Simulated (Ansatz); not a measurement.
Point defect: Zn interstitial in ZnS

Theory: Ansatz, DFT PBE, scalar-relativistic, plane waves, PAW. Settings: 420 eV cutoff, 2×2×2 k-mesh, shifted by half a step, Gaussian smearing of 0.01 eV, collinear spin in charge +1 alone.

Host crystal, relaxed:

```xyz
4
Lattice="3.8441 0.0000 0.0000 -1.9220 3.3291 0.0000 0.0000 0.0000 6.3046" Properties=species:S:1:pos:R:3 pbc="T T T"
Zn    0.0000    2.2194    0.0017
Zn    1.9220    1.1097    3.1540
S     0.0000    2.2194    2.3626
S     1.9220    1.1097    5.5149
```

Supercell of 48 atoms, rows in host cell vectors: 0 -2 -1; -2 0 -1; 2 2 -1. Atoms relax at the host's cell, keeping the symmetry that the supercell leaves at the site. The cell is small, so energies carry finite-size errors of tenths of an eV. The host's Kohn–Sham gap is 2.08 eV. Atoms are taken from and returned to the elements' standard states. Charged cells are corrected for image charges with the computed static dielectric tensor (mean 9.2) and aligned with the host's potential at far atoms (alignment terms reach 0.25 eV). No band-filling term is added, and the Fermi level counts from the host's valence band top.

Defect: Zn interstitial at (0.000, 0.000, 0.179) of the host cell.

(1) What is the formation energy of the neutral defect?

(2) Does the neutral defect carry a moment, and how do its surroundings relax?

(3) Charges +2, +1, 0 were computed. Which is stable where in the gap?

Answers

(1) 2.98 eV.

(2) The neutral run had no spin polarisation, so a moment wasn't tested. The nearest neighbours before are 3 Zn at 2.49 Å, 3 S at 2.54 Å, 3 S at 2.93 Å; after relaxation the atoms near the site are 3 Zn at 2.57 Å, 3 S at 2.62 Å, 3 Zn at 2.94 Å; the largest move is 0.16 Å.

(3) Among the charges computed the stable one is +2 at the valence band top, changing to +1 at 1.27 eV, changing to 0 at 1.58 eV. Other sites of the defect weren't tried. Levels between neighbouring charges: (+2/+1) 1.27 eV, (+1/0) 1.58 eV.